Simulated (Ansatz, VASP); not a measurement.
# Al5GaP6: VASP beside Ansatz

One calculation is typed for both programs; each brings its own data sets. How far apart do they land? The cell is taken from a series of runs on this material, whose earlier steps may have relaxed, scaled, displaced or heated it; both programs get it as it stands.

Calculated with Ansatz 0.2.0; plane waves, with VASP 6.6.1 beside it; relaxation of cell and atoms at PBEsol.

### Step 1. The starting structure

The cell holds 12 atoms: 1 Ga, 6 P and 5 Al. Cell: a = 3.854 Å, b = 3.854 Å, c = 16.353 Å, α = 90.0°, β = 90.0°, γ = 90.0°. It derives from GaP. The structure's axis is c.

Structure file:

```xyz
12
Lattice="3.8543 0.0000 0.0000 0.0000 3.8543 0.0000 0.0000 0.0000 16.3532" Properties=species:S:1:pos:R:3 pbc="T T T"
Ga    0.0000    0.0000    0.6814
P     1.9271    0.0000    2.0440
P     0.0000    1.9271    4.7693
P     1.9271    0.0000    7.4950
P     0.0000    1.9271   10.2206
P     1.9271    0.0000   12.9462
P     0.0000    1.9271   15.6718
Al    1.9271    1.9271    3.4065
Al    0.0000    0.0000    6.1322
Al    1.9271    1.9271    8.8578
Al    0.0000    0.0000   11.5834
Al    1.9271    1.9271   14.3090
```

### Step 2. VASP: relaxation of cell and atoms, PBEsol, pair 1

The relaxed volume is the usual yardstick between codes: in a stiff, nearly cubic crystal its relative difference is about their pressure difference at one cell divided by the bulk modulus.

Lines of VASP's logs that name or quote its potential files are left out, and so is its time.

INCAR reads:

```
SYSTEM = Al5GaP6
PREC = Accurate
ENCUT = 500
EDIFF = 1E-07
NELM = 120
ISMEAR = -1
SIGMA = 0.02
LREAL = .FALSE.
ALGO = Normal
GGA = PS
NBANDS = 41
LORBIT = 11
LWAVE = .FALSE.
LCHARG = .FALSE.
ISIF = 3
IBRION = 2
NSW = 80
EDIFFG = -0.005
LASPH = .TRUE.
GGA_COMPAT = .FALSE.
NELMIN = 4
EFERMI = MIDGAP
KPAR = 2
```

POSCAR reads:

```
Al5GaP6
1.0
    3.8542620000      0.0000000000      0.0000000000
    0.0000000000      3.8542620000      0.0000000000
    0.0000000000      0.0000000000     16.3532500000
Ga P Al
1 6 5
Direct
    0.0000000000      0.0000000000      0.0416679253
    0.5000000000      0.0000000000      0.1249885497
    0.0000000000      0.5000000000      0.2916450247
    0.5000000000      0.0000000000      0.4583167872
    0.0000000000      0.5000000000      0.6249885497
    0.5000000000      0.0000000000      0.7916603122
    0.0000000000      0.5000000000      0.9583320747
    0.5000000000      0.5000000000      0.2083091129
    0.0000000000      0.0000000000      0.3749808754
    0.5000000000      0.5000000000      0.5416526379
    0.0000000000      0.0000000000      0.7083244003
    0.5000000000      0.5000000000      0.8749961628
```

KPOINTS reads:

```
Automatic mesh
0
Gamma
6 6 2
0 0 0
```

The projector-augmented-wave data sets are Ga_d, P and Al (PBE family, release 64).

Started as:

```console
mpirun -np 2 vasp_std
```

Numbers of over 12 decimals in the logs are rounded to 6 here.

The program printed:

```text
[banner, memory and clock lines left out]
running    2 mpi-ranks, on    1 nodes
 distrk:  each k-point on    1 cores,    2 groups
 distr:  one band on    1 cores,    1 groups

 POSCAR found type information on POSCAR GaP Al
 POSCAR found :  3 types and      12 ions
|                                                                             |
|               ----> ADVICE to this user running VASP <----                  |
|                                                                             |
|     You enforced a specific xc type in the INCAR file but a different       |
|     [... a line on the potential file left out ...]
|     I HOPE YOU KNOW WHAT YOU ARE DOING!                                     |
|                                                                             |

 LDA part: xc-table for (Slater+PW92), standard interpolation
 POSCAR, INCAR and KPOINTS ok, starting setup
 FFT: planning ... GRIDC
 FFT: planning ... GRID_SOFT
 FFT: planning ... GRID
 WAVECAR not read
 entering main loop
       N       E                     dE             d eps       ncg     rms          rms(c)
DAV:   1     0.296919616072E+03    0.29692E+03   -0.21544E+04  2632   0.134E+03
DAV:   2    -0.233213236057E+02   -0.32024E+03   -0.29916E+03  2992   0.278E+02
DAV:   3    -0.650833755846E+02   -0.41762E+02   -0.40746E+02  3163   0.964E+01
DAV:   4    -0.669555159229E+02   -0.18721E+01   -0.18618E+01  3369   0.211E+01
DAV:   5    -0.670109392256E+02   -0.55423E-01   -0.55366E-01  3768   0.361E+00    0.107E+01
DAV:   6    -0.651762407933E+02    0.18347E+01   -0.30424E+00  3503   0.109E+01    0.663E+00
DAV:   7    -0.648808844391E+02    0.29536E+00   -0.17344E+00  3260   0.425E+00    0.237E+00
DAV:   8    -0.648598607153E+02    0.21024E-01   -0.19551E-01  3524   0.288E+00    0.375E-01
DAV:   9    -0.648597086315E+02    0.15208E-03   -0.12391E-02  3831   0.117E+00    0.127E-01
DAV:  10    -0.648598461054E+02   -0.13747E-03   -0.94480E-04  3158   0.169E-01    0.625E-02
DAV:  11    -0.648599326358E+02   -0.86530E-04   -0.18601E-04  4048   0.885E-02    0.330E-02
DAV:  12    -0.648599384752E+02   -0.58395E-05   -0.16638E-05  3183   0.194E-02    0.113E-02
DAV:  13    -0.648599405761E+02   -0.21009E-05   -0.46456E-06  3144   0.109E-02    0.687E-03
DAV:  14    -0.648599409021E+02   -0.32602E-06   -0.66628E-07  3828   0.587E-03    0.269E-03
DAV:  15    -0.648599410189E+02   -0.11679E-06   -0.12394E-07  2194   0.154E-03    0.109E-03
DAV:  16    -0.648599409638E+02    0.55098E-07   -0.29177E-08  1940   0.871E-04
   1 F= -.64859941E+02 E0= -.64859941E+02  d E =-.648599E+02
[... from here on, the cycles between the ionic steps are left out ...]
   2 F= -.64863299E+02 E0= -.64863299E+02  d E =-.335850E-02
   3 F= -.64864961E+02 E0= -.64864961E+02  d E =-.501986E-02
   4 F= -.64864959E+02 E0= -.64864959E+02  d E =-.501807E-02
   5 F= -.64865176E+02 E0= -.64865176E+02  d E =-.216629E-03
   6 F= -.64865380E+02 E0= -.64865380E+02  d E =-.421045E-03
   7 F= -.64865468E+02 E0= -.64865468E+02  d E =-.879842E-04
   8 F= -.64865496E+02 E0= -.64865496E+02  d E =-.115514E-03
   9 F= -.64865551E+02 E0= -.64865551E+02  d E =-.552294E-04
  10 F= -.64865567E+02 E0= -.64865567E+02  d E =-.718747E-04
  11 F= -.64865592E+02 E0= -.64865592E+02  d E =-.242616E-04
  12 F= -.64865595E+02 E0= -.64865595E+02  d E =-.278939E-04
  13 F= -.64865596E+02 E0= -.64865596E+02  d E =-.286388E-04
  14 F= -.64865597E+02 E0= -.64865597E+02  d E =-.294782E-04
 curvature:  -1.91 expect dE=-0.118E-04 dE for cont linesearch -0.957E-10
 trial: gam= 0.14547 g(F)=  0.574E-05 g(S)=  0.445E-06 ort = 0.688E-07 (trialstep = 0.987E+00)
 search vector abs. value=  0.821E-05
 bond charge predicted
       N       E                     dE             d eps       ncg     rms          rms(c)
DAV:   1    -0.648655998474E+02   -0.28611E-05   -0.19426E-04  2795   0.545E-02    0.760E-03
DAV:   2    -0.648656006053E+02   -0.75786E-06   -0.14528E-05  3452   0.187E-02    0.344E-03
DAV:   3    -0.648656005448E+02    0.60450E-07   -0.91173E-07  4012   0.486E-03    0.250E-03
DAV:   4    -0.648656005551E+02   -0.10240E-07   -0.12407E-07  2047   0.159E-03
  15 F= -.64865601E+02 E0= -.64865601E+02  d E =-.361224E-05
 trial-energy change:   -0.000004  1 .order   -0.000004   -0.000006   -0.000001
 step:   1.2110(harm=  1.2110)  dis= 0.00040  next Energy=   -64.865601 (dE=-0.375E-05)
 reached required accuracy - stopping structural energy minimisation
```

Parts of OUTCAR (step 2):

```text
ion  position               nearest neighbor table
   1  0.000  0.000  0.042-   2 2.36   2 2.36   7 2.36   7 2.36
   2  0.500  0.000  0.125-   8 2.36   8 2.36   1 2.36   1 2.36
   3  0.000  0.500  0.292-   9 2.36   9 2.36   8 2.36   8 2.36
   4  0.500  0.000  0.458-  10 2.36  10 2.36   9 2.36   9 2.36
   5  0.000  0.500  0.625-  11 2.36  11 2.36  10 2.36  10 2.36
   6  0.500  0.000  0.792-  12 2.36  12 2.36  11 2.36  11 2.36
   7  0.000  0.500  0.958-   1 2.36   1 2.36  12 2.36  12 2.36
   8  0.500  0.500  0.208-   2 2.36   2 2.36   3 2.36   3 2.36
   9  0.000  0.000  0.375-   3 2.36   3 2.36   4 2.36   4 2.36
  10  0.500  0.500  0.542-   4 2.36   4 2.36   5 2.36   5 2.36
  11  0.000  0.000  0.708-   5 2.36   5 2.36   6 2.36   6 2.36
  12  0.500  0.500  0.875-   6 2.36   6 2.36   7 2.36   7 2.36

  LATTYP: Found a simple tetragonal cell.
 ALAT       =     3.8542620000
 C/A-ratio  =     4.2429004567

 Subroutine GETGRP returns: Found  4 space group operations
 (whereof  4 operations were pure point group operations)

The static configuration has the point symmetry C_2v.

 Found     32 irreducible k-points:

   k-points           NKPTS =     32   k-points in BZ     NKDIM =     32   number of bands    NBANDS=     41

   dimension x,y,z NGX =    28 NGY =   28 NGZ =  120
   dimension x,y,z NGXF=    56 NGYF=   56 NGZF=  240

   ENCUT  =  500.0 eV  36.75 Ry    6.06 a.u.   7.03  7.03 29.82*2*pi/ulx,y,z

   NELECT =      58.0000    total number of electrons

 k-points in reciprocal lattice and weights: Automatic mesh
   0.00000000  0.00000000  0.00000000       0.014
   0.16666667  0.00000000  0.00000000       0.028
   0.00000000  0.16666667  0.00000000       0.028
   0.33333333  0.00000000  0.00000000       0.028
   0.00000000  0.33333333  0.00000000       0.028
   0.50000000  0.00000000  0.00000000       0.014
   0.00000000  0.50000000  0.00000000       0.014
   0.16666667  0.16666667  0.00000000       0.056
   0.33333333  0.16666667  0.00000000       0.056
[...]
-0.33333333  0.50000000  0.50000000       0.028
   0.50000000  0.50000000  0.50000000       0.014

 average (electrostatic) potential at core
       1 -64.8939       2 -82.8293       3 -82.6376       4 -82.6391       5 -82.6391
       6 -82.6376       7 -82.8293       8 -74.8561       9 -74.9029      10 -74.9024
      11 -74.9029      12 -74.8561

 E-fermi :   5.2293

 k-point     1 :       0.0000    0.0000    0.0000
  band No.  band energies     occupation
    ...
     25       3.7546      2.00000
     26       3.7547      2.00000
     27       4.5033      2.00000
     28       4.5110      2.00000
     29       4.5110      2.00000
     30       5.9475      0.00000
     31       6.3933      0.00000
     32       6.6280      0.00000
     33       6.7343      0.00000
     34       7.3054      0.00000
    ...

 k-point     2 :       0.1667    0.0000    0.0000
  band No.  band energies     occupation
    ...
     25       3.8100      2.00000
     26       3.8781      2.00000
     27       3.9102      2.00000
     28       4.0296      2.00000
     29       4.4478      2.00000
     30       6.4475      0.00000
     31       6.9979      0.00000
     32       7.1364      0.00000
     33       7.7466      0.00000
     34       8.0886      0.00000
    ...

 k-point     3 :       0.0000    0.1667    0.0000
  band No.  band energies     occupation
    ...
     25       3.8100      2.00000
     26       3.8781      2.00000
     27       3.9102      2.00000
     28       4.0296      2.00000
     29       4.4478      2.00000
     30       6.4476      0.00000
     31       6.9979      0.00000
     32       7.1364      0.00000
     33       7.7466      0.00000
     34       8.0886      0.00000
    ...

  Total        0.0079062      0.0079490     -0.0020243      0.0000000      0.0000000      0.0000000
  in kB        0.0517064      0.0519865     -0.0132392      0.0000000      0.0000000      0.0000000
  external PRESSURE =       0.0301513 kB  Pullay stress =       0.0000000 kB

  energy-cutoff  :      500.00
  volume of cell :      244.98
      direct lattice vectors                 reciprocal lattice vectors
     3.867563216  0.000000000  0.000000000     0.258560738  0.000000000  0.000000000
     0.000000000  3.867563681  0.000000000     0.000000000  0.258560707  0.000000000
     0.000000000  0.000000000 16.377914269     0.000000000  0.000000000  0.061057836

 POSITION                                       TOTAL-FORCE (eV/Angst)
 -----------------------------------------------------------------------------------
      0.00000      0.00000      0.68222         0.000000      0.000000      0.000144
      1.93378      0.00000      2.03988         0.000000      0.000000     -0.001881
      0.00000      1.93378      4.76867         0.000000      0.000000     -0.000331
      1.93378      0.00000      7.50368         0.000000      0.000000      0.000367
      0.00000      1.93378     10.23868         0.000000      0.000000     -0.000399
      1.93378      0.00000     12.97369         0.000000      0.000000      0.000458
      0.00000      1.93378     15.70250         0.000000      0.000000      0.001734
      1.93378      1.93378      3.40218         0.000000      0.000000     -0.000986
      0.00000      0.00000      6.13613         0.000000      0.000000     -0.000020
      1.93378      1.93378      8.87118         0.000000      0.000000      0.000015
      0.00000      0.00000     11.60623         0.000000      0.000000      0.000038
      1.93378      1.93378     14.34020         0.000000      0.000000      0.000861
 -----------------------------------------------------------------------------------
    total drift:                               -0.000000     -0.000000      0.000017

  FREE ENERGIE OF THE ION-ELECTRON SYSTEM (eV)
  ---------------------------------------------------
  free  energy   TOTEN  =       -64.8656005551 eV

  energy  without entropy=      -64.8656005551  energy(sigma->0) =      -64.86560056

 reached required accuracy - stopping structural energy minimisation

 total charge
# of ion       s       p       d       tot
------------------------------------------
    1        0.860   0.843  10.012  11.716
    2        1.012   1.546   0.000   2.558
    3        1.008   1.581   0.000   2.590
    4        1.008   1.581   0.000   2.589
    5        1.008   1.581   0.000   2.589
    6        1.008   1.581   0.000   2.590
    7        1.012   1.546   0.000   2.558
    8        0.396   0.386   0.000   0.781
    9        0.395   0.383   0.000   0.778
   10        0.395   0.383   0.000   0.778
   11        0.395   0.383   0.000   0.778
   12        0.396   0.386   0.000   0.781
--------------------------------------------------
tot          8.892  12.181  10.012  31.086

[... 3 further parts left out ...]
```

CONTCAR:

```
Al5GaP6
   1.00000000000000
     3.8675632158651299    0.0000000000000000    0.0000000000000000
     0.0000000000000000    3.8675636809866711    0.0000000000000000
     0.0000000000000000    0.0000000000000000   16.3779142691210282
  Ga              P               Al
     1     6     5
Direct
     0.0000000000000000    0.0000000000000000    0.0416550193850006
     0.5000000000000000    0.0000000000000000    0.1245507206746549
     0.0000000000000000    0.5000000000000000    0.2911646417414845
     0.5000000000000000    0.0000000000000000    0.4581587045496420
     0.0000000000000000    0.5000000000000000    0.6251514381734788
     0.5000000000000000    0.0000000000000000    0.7921453388378190
     0.0000000000000000    0.5000000000000000    0.9587605355012520
     0.5000000000000000    0.5000000000000000    0.2077295535843431
     0.0000000000000000    0.0000000000000000    0.3746589653120162
     0.5000000000000000    0.5000000000000000    0.5416549911498136
     0.0000000000000000    0.0000000000000000    0.7086510234829446
     0.5000000000000000    0.5000000000000000    0.8755814804075494
```

The run keeps the 4 symmetry operations of its start, so it cannot find a distortion of lower symmetry.

[end of part 1 of 3]

[Lines on the potential files, build, host, timing and source positions are cut from VASP's logs without a mark.]

[Logs are printed without paths, hosts, clocks, repeated set-up lines and the standing remarks that a program may print on its own settings, such as how far it seeks lower states.]

[Hosts, paths, dates, database ids (printed as entryN), source tags and the programs' standing remarks are cut or masked in the printed files.]
